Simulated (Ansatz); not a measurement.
# NaF and its competing phases

Method: Ansatz 0.2.0, DFT PBE, scalar-relativistic, plane waves, PAW. Settings: cutoff 420 eV, Γ-centred meshes spaced at most about 0.3 Å⁻¹ (2π included), Gaussian smearing. No spin polarisation.

Energies over the elements count from the elements' standard structures at the same level (F₂ as a molecule), with no fitted energy shifts.

These are static total energies at zero pressure.

The competitors are the elements and 1 reference phase of this chemical system (from databases or known types: NaF), relaxed at the same level; other known phases may be missing.

The candidate was reached from: 5-connected net, two elements alternating.

```
Na F
1.0
     3.80346    0.00000    0.00000
    -1.90173    3.29389    0.00000
     0.00000    0.00000    7.51690
Na F
3 3
Direct
  0.16368 0.83632 0.66667
  0.16368 0.32736 0.33333
  0.67264 0.83632 0.00000
  0.83514 0.16486 0.66667
  0.83514 0.67029 0.33333
  0.32971 0.16486 0.00000
```

Problem. Where does it stand against these competitors?

Solution. Not the lowest form: another structure of the same formula lies lower. Its formation energy is -2.535 eV/atom. The lowest competing phase at this composition is this:

| phase | space group | source | share of atoms | ΔE_f (eV/atom) |
| --- | --- | --- | --- | --- |
| NaF | Fm-3m (No. 225) | Materials Project | 1.0000 | -2.711 |

The candidate lies 176 meV/atom above this phase. The candidate matches no cell in the subsets of the Crystallography Open Database and the Materials Project at hand. It is metastable at best. Whether it is a true minimum wasn't tested by phonons.
